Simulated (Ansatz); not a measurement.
The cell is BeS (zincblende); cell and atoms were relaxed with r2SCAN. It is cubic, F-43m (No. 216); conventional cell a = 4.869 Å, 14.43 Å³ an atom. Be has 4 S at 2.11 Å; S has 4 Be at 2.11 Å.

```xyz
2
Lattice="0.0000 2.4343 2.4343 2.4343 0.0000 2.4343 2.4343 2.4343 0.0000" Properties=species:S:1:pos:R:3 pbc="T T T"
Be    0.0000    0.0000    0.0000
S     1.2172    1.2172    1.2172
```

The questions ask for values computed with the PAW code Ansatz on this geometry. (Simulation; spin polarisation is off.)

Task: What gap does PBE give, and where are the band edges?

Result: The PBE gap is indirect, 3.14 eV (Γ to X), below the direct gap of 5.62 eV at K–Γ (0.90 of the way from K).

Task: How does the gap change from PBE to r2SCAN (10×10×10)?

Result: With r2SCAN the valence top lies at Γ and the conduction bottom at X, 3.59 eV higher; the smallest vertical gap, at Γ, is 6.23 eV. The gap differs by +0.45 eV from PBE's.

Task: What does HSE06 give for the gap (6×6×6 mesh)?

Result: HSE06 gives an indirect gap of 4.09 eV, from Γ to X; the least direct gap is 6.80 eV at K–Γ (0.90 of the way from K). The gap differs by +0.95 eV from PBE's.

Task: Estimate the gap with PBE0 on 6×6×6.

Result: PBE0 gives an indirect gap of 4.80 eV, from Γ to X; the least direct gap is 7.53 eV at K–Γ (0.90 of the way from K). The gap differs by +1.66 eV from PBE's.

Task: What does G0W0@PBE with 86 empty bands, a screening cutoff of 120 eV and a 6×6×6 mesh give?

Result: 4.38 eV (the shift on the mesh added to PBE's least gap). Over the mesh points the PBE gap of 3.13 eV becomes a quasiparticle gap of 4.38 eV (Γ to X), a change of +1.25 eV. Renormalisation factors Z lie between 0.77 and 0.82. G0W0 values are finite-basis, finite-mesh values.

Task: Roughly how does the cost of the PBE0 run (6×6×6) compare with r2SCAN's (10×10×10)?

Result: About 8 times as much (40 core-seconds against 5 core-seconds, on 2 threads of Arm Neoverse V1, with other jobs on the host).

Task: What do these levels agree on?

Result: Taking G0W0@PBE (86 empty bands, 120 eV, 6×6×6), 4.38 eV, as the yardstick (a computed one, not at the basis limit), HSE06 comes nearest, -0.29 eV off. The others: PBE0 +0.42, r2SCAN -0.79, PBE -1.24 eV. The yardstick's own error is a tenth of an eV or more. r2SCAN covers 48 % of the step from PBE to HSE06. All these functionals give a gap of the same kind, indirect.

The meshes of the hybrids are coarse, so their gaps aren't converged to the digits shown.
